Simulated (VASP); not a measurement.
**BiTe: single point with LDA**

Crystal: BiTe.

```
Bi Te
1.0
     0.00000    3.23500    3.23500
     3.23500    0.00000    3.23500
     3.23500    3.23500    0.00000
Bi Te
1 1
Direct
  0.00000 0.00000 0.00000
  0.45363 0.54637 0.45363
```

The cell isn't the ideal one: all Te atoms moved -0.300 Å, as atom 2 along Cartesian [0 1 0].

```json
{
 "Program": "VASP 6.6.1",
 "Task": "single point",
 "Functional": "LDA",
 "Potentials or basis": "VASP PAW LDA potentials, release 64 (Bi_d, Te)",
 "Cutoff": "520 eV",
 "k mesh": "14 × 14 × 14",
 "Occupations": "gaussian, width 0.15 eV",
 "Spin": "no spin polarisation"
}
```

```
Pressure               : -1.2 GPa
Largest force          : 0.778 eV/Å
Band gap on the k mesh : none (metal or under the smearing width)
```

Forces on the atoms (eV/Å):
```
Bi   0.000 -0.778  0.000
Te   0.000  0.778  0.000
```

Stress tensor (GPa, compression positive):
```
-1.81  0.00  0.00
 0.00  0.12  0.00
 0.00  0.00 -1.81
```

Levels at points of the mesh, in eV from the Fermi level:
| k point | band 8 | band 9 | band 10 | band 11 | band 12 | band 13 |
| --- | --- | --- | --- | --- | --- | --- |
| (0.00, 0.00, 0.00) | -2.91 | -2.54 | -2.54 | 1.62 | 1.62 | 2.18 |
| (0.50, 0.00, 0.00) | -2.54 | -2.08 | -1.93 | -0.75 | -0.66 | -0.15 |
| (0.50, 0.50, 0.00) | -5.76 | -4.19 | -4.01 | 1.40 | 3.64 | 4.06 |
| (0.50, 0.00, 0.50) | -5.56 | -4.12 | -4.12 | 2.13 | 3.47 | 3.47 |

It took 3.5 min on 1 thread of AMD EPYC 9R45 96-Core Processor (Zen 5) (shared host), peak memory 0.37 GiB.

Caveat: spin-orbit coupling is left out, which moves the levels of the heavy elements.
